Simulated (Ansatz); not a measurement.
Crystal: ZrO2.

```
Zr O
1.0
     3.59610    0.00000    0.00000
     0.00000    3.59610    0.00000
     0.00000    0.00000    5.17700
Zr O
2 4
Direct
  0.50000 0.50000 0.50000
  0.00000 0.00000 0.00000
  0.50000 0.00000 0.79700
  0.50000 0.00000 0.29700
  0.00000 0.50000 0.70300
  0.00000 0.50000 0.20300
```

Base run:

```yaml
Program: Ansatz 0.2.0
Functional: r2SCAN
Potentials_or_basis: Ansatz PAW
Cutoff: "500 eV (not typed: the program's choice for these potentials)"
k_mesh: 7 × 7 × 5
Occupations: fermi-dirac, width 0.05 eV
Spin: no spin polarisation
Hubbard_terms: Zr d U = 4 eV
```

Its results: band gap on the k mesh 5.50 eV, indirect (least direct gap 5.62 eV); pressure 6.8 GPa; largest force 0.216 eV/Å.

The run is repeated on the same cell with these changes: hubbard terms from Zr d U = 4 eV to Zr d U = 1 eV. What comes out?

Band gap on the k mesh 4.78 eV, indirect (least direct gap 4.90 eV); pressure 2.7 GPa; largest force 0.004 eV/Å.

Caveats: the PAW data sets come from PBE, with cores solved anew for the run's functional, which leaves a small shift of forces and pressure.
